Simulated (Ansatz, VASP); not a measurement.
# La2O3: 3 runs at one level of theory

```
La O
1.0
     3.93078    0.00000    0.00000
    -1.96539    3.40415    0.00000
     0.00000    0.00000    6.11195
La O
2 3
Direct
  0.33947 0.65881 0.24598
  0.67546 0.33874 0.75523
  0.00556 0.00248 0.99664
  0.33621 0.66433 0.65016
  0.67194 0.32665 0.35699
```

The cell is a database's computed one, not the measured one.

Atoms were shifted at random by some hundredths of an Å from the given cell, which wasn't relaxed again for these runs.

Alike in all runs: task single point; functional PBEsol; k mesh 8 × 8 × 5; occupations fermi-dirac, width 0.05 eV; no spin polarisation; no spin-orbit coupling. Pressure is positive in compression and, in plane waves, holds the error of the finite cutoff, which Ansatz's Pulay term estimates and takes out.

```csv
program and potentials,plane-wave cutoff (eV),notes,pressure (GPa),largest force (eV/Å)
"Ansatz, Ansatz PAW",420,"potentials made for PBE, which Ansatz adapts in part; Pulay term of +0.47 GPa included",-3.10,0.265
"VASP, PBE PAW files La, O, 520 eV",520,potentials made for PBE,-3.28,0.273
"Ansatz, all-electron LAPW, scalar-relativistic",-,-,?,?
```

Estimate from the other rows what the run with Ansatz, all-electron LAPW, scalar-relativistic gave.

Pressure -3.07 GPa; largest force 0.264 eV/Å. The other rows, which needn't bracket it: pressure -3.28 to -3.10; largest force 0.265 to 0.273.
